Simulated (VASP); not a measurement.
# PbSe (Clausthalite) (Fm-3m) in VASP: further runs, part 2 of 2

VASP 6.6.1. The steps go on from the part before.

### Step 3. Single point, revPBE+D3(BJ)

File INCAR:

```
SYSTEM = PbSe
ALGO = Normal
EDIFF = 1E-6
ENCUT = 520
GGA = RE
ISIF = 2
ISMEAR = -1
IVDW = 12
LASPH = .TRUE.
LCHARG = .TRUE.
LELF = .TRUE.
LREAL = .FALSE.
LVHAR = .TRUE.
LWAVE = .FALSE.
NBANDS = 17
NELM = 60
PREC = Accurate
SIGMA = 0.05
```

File KPOINTS:

```
k-points
0
G
  8 8 8
  0 0 0
```

File POSCAR:

```
PbSe
1.0
    0.0000000000      2.9981702236      2.9981702236
    2.9981702236      0.0000000000      2.9981702236
    2.9981702236      2.9981702236      0.0000000000
Pb Se
1 1
Direct
    0.0000000000      0.0000000000      0.0000000000
    0.5000000000      0.5000000000      0.5000000000
```

Potentials or basis: VASP PAW PBE potentials, release 64 (Pb_d, Se).

The run is started by

```console
$ cat potpaw_PBE.64/Pb_d/POTCAR potpaw_PBE.64/Se/POTCAR > POTCAR
$ mpirun -np 1 vasp_std > vasp.out
```

OUTCAR:

```text
SYSTEM = PbSe
   EDIFF = 1E-6
   ENCUT = 520
   GGA = RE
   ISIF = 2
   ISMEAR = -1
   IVDW = 12
   LASPH = .TRUE.
   LREAL = .FALSE.
   NELM = 60
   PREC = Accurate
 IVDW          = 12

 ion  position               nearest neighbor table
   1  0.000  0.000  0.000-   2 3.00   2 3.00   2 3.00   2 3.00   2 3.00   2 3.00
   2  0.500  0.500  0.500-   1 3.00   1 3.00   1 3.00   1 3.00   1 3.00   1 3.00

  LATTYP: Found a face centered cubic cell.
 ALAT       =     5.9963404472

  Lattice vectors:

 A1 = (   0.0000000000,   2.9981702236,   2.9981702236)
 A2 = (   2.9981702236,   0.0000000000,   2.9981702236)
 A3 = (   2.9981702236,   2.9981702236,   0.0000000000)

Analysis of symmetry for initial positions (statically):
=====================================================================
 Subroutine PRICEL returns:
 Original cell was already a primitive cell.

 Routine SETGRP: Setting up the symmetry group for a
 face centered cubic supercell.

 Subroutine GETGRP returns: Found 48 space group operations
 (whereof 48 operations were pure point group operations)
 out of a pool of 48 trial point group operations.

The static configuration has the point symmetry O_h .

Analysis of symmetry for dynamics (positions and initial velocities):
=====================================================================
 Subroutine PRICEL returns:
 Original cell was already a primitive cell.

 Routine SETGRP: Setting up the symmetry group for a
 face centered cubic supercell.

 Subroutine GETGRP returns: Found 48 space group operations
 (whereof 48 operations were pure point group operations)
 out of a pool of 48 trial point group operations.

The dynamic configuration has the point symmetry O_h .

 Subroutine INISYM returns: Found 48 space group operations
 (whereof 48 operations are pure point group operations),
 and found     1 'primitive' translations

----------------------------------------------------------------------------------------

[... 111 lines left out ...]
     AMIX     =   0.40;   BMIX     =  1.00
     AMIX_MAG =   1.60;   BMIX_MAG =  1.00
  volume/ion in A,a.u.               =      26.95       181.87
  Fermi-wavevector in a.u.,A,eV,Ry     =   1.176391  2.223058 18.829061  1.383897
  Thomas-Fermi vector in A             =   2.312756
   LORBIT       =      0    0 simple, 1 ext, 2 COOP (PROOUT), +10 PAW based schemes
   GGA     = RE    functional components
   LHFCALC =     F    Hartree Fock is set to
   AEXX    =    0.0000 exact exchange contribution
   IVDW    =    12    specifies the selected vdW correction
   LEPSILON=     F    determine dielectric tensor
   LRPA    =     F    only Hartree local field effects (RPA)
 non-spin polarized calculation
  energy-cutoff  :      520.00
  volume of cell :       53.90
 maximum number of plane-waves:      1475
   NGX = 15   NGY = 15   NGZ = 15

 number of electron      20.0000001 magnetization

 Free energy of the ion-electron system (eV)
  ---------------------------------------------------
  ext. energy  EPLUGINS =         0.00000000
  ---------------------------------------------------
  free energy    TOTEN  =        -7.43697573 eV

  energy without entropy =       -7.43613709  energy(sigma->0) =       -7.43655641

 E-fermi :   6.0782     XC(G=0):  -9.7206

 val. band max:        6.0171037200   @ k =   0.5000   0.0000   0.0000
 cond. band min:       6.1392545771   @ k =   0.5000   0.0000   0.0000
 fundamental gap:      0.1221508571
 Fermi energy:         6.0781845528

 k-point     1 :       0.0000    0.0000    0.0000
  band No.  band energies     occupation
      1     -11.0535      2.00000
      2     -11.0535      2.00000
      3     -11.0535      2.00000
      4     -11.0499      2.00000
      5     -11.0499      2.00000
      6      -8.1806      2.00000
[... 457 lines left out ...]
      4     -11.0279      2.00000
      5     -11.0086      2.00000
      6      -6.7204      2.00000
[... 9 lines left out ...]
     16      16.8242      0.00000
     17      17.0062      0.00000

 [... further k-points ...]

------------------------ aborting loop because EDIFF is reached ----------------------------------------

 Edisp (eV)   -1.45992

 E8    (eV) :    -1.0486

  FORCE on cell =-STRESS in cart. coord.  units (eV):
  Direction    XX          YY          ZZ          XY          YZ          ZX
  --------------------------------------------------------------------------------------
  -------------------------------------------------------------------------------------
  Total       1.10755     1.10755     1.10755    -0.00000     0.00000     0.00000
  in kB      32.92116    32.92116    32.92116    -0.00000     0.00000     0.00000
  external pressure =       32.92 kB  Pullay stress =        0.00 kB

 VOLUME and BASIS-vectors are now :
 -----------------------------------------------------------------------------
  energy-cutoff  :      520.00
  volume of cell :       53.90
      direct lattice vectors                 reciprocal lattice vectors
     0.000000000  2.998170224  2.998170224    -0.166768383  0.166768383  0.166768383
     2.998170224  0.000000000  2.998170224     0.166768383 -0.166768383  0.166768383
     2.998170224  2.998170224  0.000000000     0.166768383  0.166768383 -0.166768383

 POSITION                                       TOTAL-FORCE (eV/Angst)
 -----------------------------------------------------------------------------------
      0.00000      0.00000      0.00000        -0.000000      0.000000     -0.000000
      2.99817      2.99817      2.99817         0.000000     -0.000000      0.000000
 -----------------------------------------------------------------------------------
    total drift:                                0.000000     -0.000000     -0.000000

  FREE ENERGIE OF THE ION-ELECTRON SYSTEM (eV)
  ---------------------------------------------------
  free  energy   TOTEN  =        -8.8968930937 eV

  energy  without entropy=       -8.8960544498  energy(sigma->0) =       -8.89647377
```

OSZICAR:

```text
N       E                     dE             d eps       ncg     rms          rms(c)
DAV:   1     0.156538161235E+03    0.15654E+03   -0.95994E+03   986   0.122E+03
DAV:   2     0.419970329605E+01   -0.15234E+03   -0.14743E+03   997   0.312E+02
DAV:   3    -0.739427915576E+01   -0.11594E+02   -0.11506E+02  1326   0.900E+01
DAV:   4    -0.766845012016E+01   -0.27417E+00   -0.27395E+00  1172   0.148E+01
DAV:   5    -0.767684764660E+01   -0.83975E-02   -0.83970E-02  1412   0.266E+00    0.303E+00
DAV:   6    -0.743612343866E+01    0.24072E+00   -0.55655E-01  1542   0.539E+00    0.183E+00
DAV:   7    -0.743217365419E+01    0.39498E-02   -0.11697E-01  1197   0.174E+00    0.932E-01
DAV:   8    -0.743702222181E+01   -0.48486E-02   -0.13262E-02  1174   0.128E+00    0.121E-01
DAV:   9    -0.743690148484E+01    0.12074E-03   -0.21851E-03  1542   0.519E-01    0.503E-02
DAV:  10    -0.743695834825E+01   -0.56863E-04   -0.26340E-04  1163   0.969E-02    0.203E-02
DAV:  11    -0.743697568713E+01   -0.17339E-04   -0.10947E-04  1260   0.105E-01    0.129E-02
DAV:  12    -0.743697573215E+01   -0.45021E-07   -0.59718E-06  1213   0.152E-02
   1 F= -.88968931E+01 E0= -.88964738E+01  d E =-.838644E-03
```

Wall time 19 s (1 thread of Intel Xeon Platinum 8259CL at 2.50GHz (Skylake/Cascade Lake), shared host); peak memory 0.19 GiB.

Results:

```
Free energy                : -8.8969 eV
Pressure                   : 3.3 GPa
Band gap on the k mesh     : 0.12 eV, direct
Dispersion energy per atom : -0.730 eV
```

Caveat: the PAW data sets were made with another functional, which shifts forces and pressure a little; spin-orbit coupling is left out, which moves the levels of the heavy elements. A k mesh can miss the band edges.

### Step 4. Single point, BLYP+D4

File INCAR:

```
SYSTEM = PbSe
PREC = Accurate ; ENCUT = 520
EDIFF = 1E-6 ; ISMEAR = -1
SIGMA = 0.05 ; LREAL = .False.
LASPH = .True. ; NELM = 100
ALGO = Normal ; ISIF = 2
LWAVE = .False. ; LCHARG = .True.
GGA = B5 ; ALDAX = 1.0
AGGAX = 1.0 ; AGGAC = 1.0
ALDAC = 0.0 ; IVDW = 13
VDW_S6 = 1.0 ; VDW_S8 = 2.34076671
VDW_A1 = 0.44488865 ; VDW_A2 = 4.0933009
LELF = .True. ; LVHAR = .True.
NBANDS = 17
```

File KPOINTS:

```
Automatic mesh
0
Gamma
  8 8 8
  0 0 0
```

POSCAR is that of step 3.

The run is started by

```console
$ cat potpaw_PBE.64/Pb_d/POTCAR potpaw_PBE.64/Se/POTCAR > POTCAR
$ mpirun -np 1 vasp_std > vasp.out
```

Wall time 29 s (1 thread of Intel Xeon Platinum 8259CL at 2.50GHz (Skylake/Cascade Lake), shared host); peak memory 0.18 GiB.

The run converged. Its results:

| Property | Result |
| --- | --- |
| Free energy | -8.4368 eV |
| Pressure | 6.0 GPa |
| Band gap on the k mesh | 0.19 eV, direct |
| Dispersion energy per atom | -0.793 eV |

Levels at points of the mesh, in eV from the valence-band top:
```csv
k point,band 7,band 8,band 9,band 10,band 11,band 12,band 13,band 14
"(0.00, 0.00, 0.00)",-6.36,-2.22,-2.22,-2.22,4.70,4.70,4.70,6.54
"(0.50, 0.00, 0.00)",-9.28,-1.74,-1.74,0.00,0.19,1.50,1.50,8.90
"(0.50, 0.50, 0.00)",-7.66,-5.48,-3.66,-3.66,3.69,5.71,5.71,6.25
```

Caveat: the PAW data sets were made with another functional, which shifts forces and pressure a little; spin-orbit coupling is left out, which moves the levels of the heavy elements. A k mesh can miss the band edges.

### Step 5. Single point, LDA

File INCAR:

```
SYSTEM = PbSe
ALGO = Normal
EDIFF = 1E-6
ENCUT = 520
ISIF = 2
ISMEAR = -1
LASPH = .TRUE.
LCHARG = .FALSE.
LREAL = .FALSE.
LWAVE = .FALSE.
NBANDS = 17
NELM = 80
PREC = Accurate
SIGMA = 0.05
```

File KPOINTS:

```
k-points
0
G
  8 8 8
  0 0 0
```

POSCAR is that of step 4.

Potentials or basis: VASP PAW LDA potentials, release 64 (Pb_d, Se).

The run is started by

```console
$ cat potpaw_LDA.64/Pb_d/POTCAR potpaw_LDA.64/Se/POTCAR > POTCAR
$ mpirun -np 1 vasp_std > vasp.out
```

OUTCAR:

```text
SYSTEM = PbSe
   EDIFF = 1E-6
   ENCUT = 520
   ISIF = 2
   ISMEAR = -1
   LASPH = .TRUE.
   LREAL = .FALSE.
   NELM = 80
   PREC = Accurate

 ion  position               nearest neighbor table
   1  0.000  0.000  0.000-   2 3.00   2 3.00   2 3.00   2 3.00   2 3.00   2 3.00
   2  0.500  0.500  0.500-   1 3.00   1 3.00   1 3.00   1 3.00   1 3.00   1 3.00

  LATTYP: Found a face centered cubic cell.
 ALAT       =     5.9963404472

  Lattice vectors:

 A1 = (   0.0000000000,   2.9981702236,   2.9981702236)
 A2 = (   2.9981702236,   0.0000000000,   2.9981702236)
 A3 = (   2.9981702236,   2.9981702236,   0.0000000000)

[... 663 lines left out ...]

  FORCE on cell =-STRESS in cart. coord.  units (eV):
  Direction    XX          YY          ZZ          XY          YZ          ZX
  --------------------------------------------------------------------------------------
  -------------------------------------------------------------------------------------
  Total        0.4710215      0.4710215      0.4710215     -0.0000000      0.0000000      0.0000000
  in kB       14.0007867     14.0007867     14.0007867     -0.0000000      0.0000000      0.0000000
  external PRESSURE =      14.0007867 kB  Pullay stress =       0.0000000 kB

 VOLUME and BASIS-vectors are now :
 -----------------------------------------------------------------------------
  energy-cutoff  :      520.00
  volume of cell :       53.90
      direct lattice vectors                 reciprocal lattice vectors
     0.000000000  2.998170224  2.998170224    -0.166768383  0.166768383  0.166768383
     2.998170224  0.000000000  2.998170224     0.166768383 -0.166768383  0.166768383
     2.998170224  2.998170224  0.000000000     0.166768383  0.166768383 -0.166768383

 POSITION                                       TOTAL-FORCE (eV/Angst)
 -----------------------------------------------------------------------------------
      0.00000      0.00000      0.00000         0.000000     -0.000000      0.000000
      2.99817      2.99817      2.99817         0.000000      0.000000     -0.000000
 -----------------------------------------------------------------------------------
    total drift:                                0.000000     -0.000000     -0.000000

  FREE ENERGIE OF THE ION-ELECTRON SYSTEM (eV)
  ---------------------------------------------------
  free  energy   TOTEN  =        -9.4531852015 eV

  energy  without entropy=       -9.4521583447  energy(sigma->0) =       -9.45267177
```

Wall time 16 s (1 thread of Intel Xeon Platinum 8259CL at 2.50GHz (Skylake/Cascade Lake), shared host); peak memory 0.17 GiB.

Results:

* Free energy: -9.4532 eV
* Pressure: 1.4 GPa
* Band gap on the k mesh: 0.06 eV, direct

Caveat: spin-orbit coupling is left out, which moves the levels of the heavy elements.

### Step 6. The runs side by side

| level | potentials or basis | gap on the mesh (eV) | pressure (GPa) |
| --- | --- | --- | --- |
| RPBE | VASP PAW PBE potentials, release 64 (Pb_d, Se) | 0.14 | 8.3 |
| revPBE+D3(BJ) | VASP PAW PBE potentials, release 64 (Pb_d, Se) | 0.12 | 3.3 |
| BLYP+D4 | VASP PAW PBE potentials, release 64 (Pb_d, Se) | 0.19 | 6.0 |
| LDA | VASP PAW LDA potentials, release 64 (Pb_d, Se) | 0.06 | 1.4 |

Alike in all rows: task single point; no spin polarisation; cell as given; k mesh 8 × 8 × 8; cutoff (eV) 520; smearing fermi-dirac 0.05 eV.

Caveats: spin-orbit coupling is left out, which moves the levels of the heavy elements; the PAW data sets were made with another functional, which shifts forces and pressure a little (some runs).

Total energies depend on the potentials used, so only differences within one code and one set of settings carry meaning.

### Step 7. How close it comes

Step 5. A measured gap of PbSe is 0.15 eV (direct; 4.2 K; a printed reference work, monograph); the calculated 0.06 eV misses it by -0.09 eV. 2 values of this kind are on record (0.15 to 0.28 eV); this one was drawn at random. Spin-orbit coupling on Pb, Se is left out. The value is that of LDA on a finite k mesh, which can miss the band edges, without temperature or zero-point motion. Semilocal functionals fall short of measured gaps as a rule.
